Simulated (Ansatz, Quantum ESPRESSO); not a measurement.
## Re: programs and potentials compared

```xyz
2
Lattice="2.7608 0.0000 0.0000 -1.3804 2.3909 0.0000 0.0000 0.0000 4.4582" Properties=species:S:1:pos:R:3 pbc="T T T"
Re    1.4005    0.7550    3.4064
Re   -0.0082    1.5914    1.0882
```

Atoms were shifted at random by some hundredths of an Å from the given cell, which wasn't relaxed again for these runs.

Alike in all runs: task single point; functional PBEsol; k mesh 11 × 11 × 6; occupations fermi-dirac, width 0.05 eV; no spin polarisation; no spin-orbit coupling. Pressure is positive in compression and, in plane waves, holds the error of the finite cutoff, which Ansatz's Pulay term estimates and takes out.

| program and potentials | plane-wave cutoff (eV) | notes | pressure (GPa) | largest force (eV/Å) | energy over the undisturbed cell (meV/atom) |
| --- | --- | --- | --- | --- | --- |
| Ansatz, Ansatz PAW | 420 | potentials made for PBE, which Ansatz adapts in part; Pulay term of +0.15 GPa included | -2.78 | 0.478 | 9.81 |
| Ansatz, all-electron LAPW, scalar-relativistic | - | - | -2.68 | 0.481 | - |
| Quantum ESPRESSO, GBRV 1.5 PBEsol | 612 | - | -2.84 | 0.487 | 9.98 |

Force on atom 1 (Re), eV/Å:

```
                        program and potentials       x      y       z
                            Ansatz, Ansatz PAW  -0.153  0.210  -0.402
Ansatz, all-electron LAPW, scalar-relativistic  -0.153  0.210  -0.404
             Quantum ESPRESSO, GBRV 1.5 PBEsol  -0.153  0.209  -0.413
```

The pressure spans -2.84 (Quantum ESPRESSO, GBRV 1.5 PBEsol) to -2.68 GPa (Ansatz, all-electron LAPW, scalar-relativistic), with all-electron results at -2.68.

The functional is the same throughout but for its coding, so the spread measures potentials, basis and numerics; runs on potential files found faulty are left out.
